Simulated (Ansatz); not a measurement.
The calculation used DFT PBE, scalar-relativistic, plane waves, PAW (Ansatz). All cells share a 420 eV cutoff and Γ-centred k meshes spaced at most about 0.3 Å⁻¹ (about 0.25 or finer for metals, 2π included). No spin polarisation.

These are static total energies at zero pressure.

Two forms of MoH5 were relaxed alike.

1.

```cif
data_structure
_symmetry_space_group_name_H-M 'P6/mmm'
_symmetry_Int_Tables_number 191
_cell_length_a 3.3255
_cell_length_b 3.3255
_cell_length_c 2.9897
_cell_angle_alpha 90.000
_cell_angle_beta 90.000
_cell_angle_gamma 120.000
_cell_volume 28.63
loop_
_atom_site_label
_atom_site_type_symbol
_atom_site_symmetry_multiplicity
_atom_site_Wyckoff_symbol
_atom_site_fract_x
_atom_site_fract_y
_atom_site_fract_z
_atom_site_occupancy
H1 H 2 c 0.33333 0.66667 0.00000 1
H2 H 3 g 0.50000 0.00000 0.50000 1
Mo1 Mo 1 a 0.00000 0.00000 0.00000 1
```

2.

```cif
data_structure
_symmetry_space_group_name_H-M 'F-43m'
_symmetry_Int_Tables_number 216
_cell_length_a 4.8785
_cell_length_b 4.8785
_cell_length_c 4.8785
_cell_angle_alpha 90.000
_cell_angle_beta 90.000
_cell_angle_gamma 90.000
_cell_volume 116.10
loop_
_atom_site_label
_atom_site_type_symbol
_atom_site_symmetry_multiplicity
_atom_site_Wyckoff_symbol
_atom_site_fract_x
_atom_site_fract_y
_atom_site_fract_z
_atom_site_occupancy
H1 H 16 e 0.12738 0.37262 0.12738 1
H2 H 4 d 0.25000 0.25000 0.75000 1
Mo1 Mo 4 a 0.00000 0.00000 0.00000 1
```

Question: Which form is favoured at zero pressure, and by what margin per atom?

Answer: They are level within the accuracy (5 meV/atom apart, with cell 1 the lower in these runs). Cell 1 has the CaCu5 type, space group P6/mmm (No. 191), 4.8 Å³/atom and no gap on its mesh; cell 2 has space group F-43m (No. 216), 4.8 Å³/atom and no gap. Counting H atoms around Mo (those within 1.25 times the shortest such distance or 1.15 times the sum of covalent radii, 1.27 where that leaves under three; a plus sign parts nearer from farther groups), cell 1 has Mo 6+12 and cell 2 has Mo 16. Even the lower one lies +0.63 eV/atom against the reference forms of the elements (uncorrected), so neither is stable at this level. Both come from invented guesses. The lowest form computed isn't among them: it has H and Mo ordered on hcp sites, space group P-62m (No. 189), 5.3 Å³/atom and lies 0.33 eV/atom below the best shown.

The k mesh leaves some 4 meV/atom of noise in the energy of each metallic cell. With hydrogen, zero-point motion can shift such differences by 10 meV/atom or more. Cells relaxed within their symmetry can be saddle points. Some structure types and database cells were kept out of the candidates from the start, so a known form may be missing.
